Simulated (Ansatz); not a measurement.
# In2Se: the cost of one run

Computed with Ansatz 0.2.0 (DFT PBE, scalar-relativistic, plane waves, PAW, unless a step's input says otherwise).

**1. The starting structure**

Symmetry: P4/mmm, No. 123, tetragonal system. The conventional cell has a = 5.328 Å, b = 5.328 Å, c = 7.472 Å, α = 90.00°, β = 90.00°, γ = 90.00°. Around In (site symmetry mmm) lie 2 Se at 2.66 Å. Around Se (site symmetry 4/mmm) lie 4 In at 2.66 Å.

Structure file:

```
In Se
1.0
     5.32761    0.00000    0.00000
     0.00000    5.32761    0.00000
     0.00000    0.00000    7.47153
In Se
2 1
Direct
  0.50000 0.00000 0.00000
  0.00000 0.50000 0.00000
  0.50000 0.50000 0.00000
```

The cell is invented: random cell by space group and Wyckoff sites (P4/mmm, No. 123). The dimensions are guesses.

**2. Probe: one point on a coarse mesh**

Contents of input.yaml:

```yaml
crystal:
  lattice:
    - [5.32761285, 0.0, 0.0]
    - [0.0, 5.32761285, 0.0]
    - [0.0, 0.0, 7.47153078]
  atoms:
    - { symbol: In, position: [0.5, 0.0, 0.0] }
    - { symbol: In, position: [0.0, 0.5, 0.0] }
    - { symbol: Se, position: [0.5, 0.5, 0.0] }
basis:
  ecutwfc: 420
kpoints:
  mp_grid: { grid: [4, 4, 4] }
hamiltonian:
  xc: pbe
scf:
  occupations: { method: gaussian, width: 0.1 }
  lower_state_search: "off"
output:
  forces: true
  stress: true
  eigenvalues: true
```

Launch:

```
ansatz run input.yaml --threads 1 --pin off --max-ram 2560MiB --backend cpu --events-out ev --progress --plain --runs-dir out
```

**Question.** How long does this run take on 1 thread of Intel Xeon 6975P-C (Granite Rapids), shared host, and how much memory does it need?

About 4 s, with a peak of 0.46 GiB.
